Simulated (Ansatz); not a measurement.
Here is an Ansatz 0.2.0 calculation.

input

```
crystal:
  lattice:
    - [0.0, 2.873958, 2.873958]
    - [2.873958, 0.0, 2.873958]
    - [2.873958, 2.873958, 0.0]
  atoms:
    - { symbol: Cd, position: [0.0, 0.0, 0.0] }
    - { symbol: Se, position: [0.5, 0.5, 0.5] }
hamiltonian:
  xc:
    exchange: hjs_pbesol
    correlation: pbesol
    exx: { coeff: 0.25, omega: 0.207 }
  pseudopotentials: { kind: paw }
kpoints:
  mp_grid: { grid: [4, 4, 4] }
scf:
  occupations: { method: fermi_dirac, width: 0.05 }
output:
  forces: true
  stress: true
  eigenvalues: true
relax:
  f_tol: 0.01
  max_steps: 40
  cell: { stress_tol: 0.05 }
```

**Question.** What does it give for the space group after relaxing (to 0.05 Å)?

**Answer.** Fm-3m (No. 225).

**Question.** What does it give for the band gap on the k mesh?

**Answer.** 0.26 eV, indirect (least direct gap 1.89 eV).

**Question.** Estimate the relaxed cell.

**Answer.** a = 3.982 Å, b = 3.982 Å, c = 3.982 Å, α = 60.00°, β = 60.00°, γ = 60.00°.

Final structure:
```yaml
crystal:
  lattice:
    - [0.00000, 2.81541, 2.81541]
    - [2.81541, 0.00000, 2.81541]
    - [2.81541, 2.81541, 0.00000]
  atoms:
    - { symbol: Cd, position: [0.00000, 0.00000, 0.00000] }
    - { symbol: Se, position: [0.50000, 0.50000, 0.50000] }
```

Caveat: the k mesh is coarse (spacing up to 0.47 Å⁻¹), so the values aren't converged, least of all with exact exchange; the plane-wave basis is chosen anew once the cell has moved, so the energies of steps on either side of that aren't comparable. A k mesh can miss the band edges.
